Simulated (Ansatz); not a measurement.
**Gallium (hcp) across density functionals**

All rows: Ansatz, plane waves with scalar-relativistic PAW, 420 eV (500 eV for the SCAN forms), relaxed under each functional, no dispersion correction, no zero-point motion. B₀ comes from uniform scaling at fixed shape; a dash is a value not given.

```json
{"functional": "PBE", "V (Å³/atom)": "19.09", "cell": "a = 3.034 Å, c = 4.789 Å (c/a = 1.578)", "B₀ (GPa)": "47", "magnetic state": "spin not included", "ΔE to alpha-Ga (Cmce) (meV/atom)": "31"}
{"functional": "r²SCAN", "V (Å³/atom)": "18.02", "cell": "a = 2.976 Å, c = 4.698 Å (c/a = 1.579)", "B₀ (GPa)": "56", "magnetic state": "spin not included", "ΔE to alpha-Ga (Cmce) (meV/atom)": "160"}
{"functional": "PBEsol", "V (Å³/atom)": "17.85", "cell": "a = 2.965 Å, c = 4.689 Å (c/a = 1.582)", "B₀ (GPa)": "58", "magnetic state": "spin not included", "ΔE to alpha-Ga (Cmce) (meV/atom)": "31"}
{"functional": "LDA", "V (Å³/atom)": "17.26", "cell": "a = 2.934 Å, c = 4.632 Å (c/a = 1.579)", "B₀ (GPa)": "63", "magnetic state": "spin not included", "ΔE to alpha-Ga (Cmce) (meV/atom)": "63"}
{"functional": "revPBE", "V (Å³/atom)": "19.62", "cell": "a = 3.062 Å, c = 4.832 Å (c/a = 1.578)", "B₀ (GPa)": "43", "magnetic state": "spin not included", "ΔE to alpha-Ga (Cmce) (meV/atom)": "28"}
{"functional": "RPBE", "V (Å³/atom)": "19.83", "cell": "a = 3.074 Å, c = 4.848 Å (c/a = 1.577)", "B₀ (GPa)": "42", "magnetic state": "spin not included", "ΔE to alpha-Ga (Cmce) (meV/atom)": "26"}
```

(1) What does BLYP give?

## Answers

(1) V (Å³/atom): 21.98; cell: a = 3.204 Å, c = 4.944 Å (c/a = 1.543); B₀ (GPa): 29; magnetic state: spin not included; ΔE to alpha-Ga (Cmce) (meV/atom): 85.
